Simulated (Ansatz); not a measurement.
**SnTe in Ansatz: the effect of functional**

Crystal: SnTe.

```
CELL_PARAMETERS angstrom
0.00000 3.19231 3.19231
3.19231 0.00000 3.19231
3.19231 3.19231 0.00000
ATOMIC_POSITIONS crystal
Te 0.50000 0.50000 0.50000
Sn 0.00000 0.00000 0.00000
```

The cell isn't the ideal one: volume scaled by 1.04.

Alike in all runs:

| Property | Result |
| --- | --- |
| Program | Ansatz 0.2.0 |
| Task | single point |
| Potentials or basis | Ansatz PAW |
| k mesh | 7 × 7 × 7 |
| Occupations | fermi-dirac, width 0.05 eV |
| Spin | no spin polarisation |

```tsv
functional	cutoff	pressure (GPa)
LDA	420 eV (not typed: the program's choice for these potentials)	?
r2SCAN	500 eV (not typed: the program's choice for these potentials)	-0.3
PBE	420 eV (not typed: the program's choice for these potentials)	0.4
```

**Question.** What does the run with functional LDA give?

**Answer.** Pressure -3.1 GPa.

Caveats: the PAW data sets come from PBE, with cores solved anew for the run's functional, which leaves a small shift of forces and pressure (some runs).
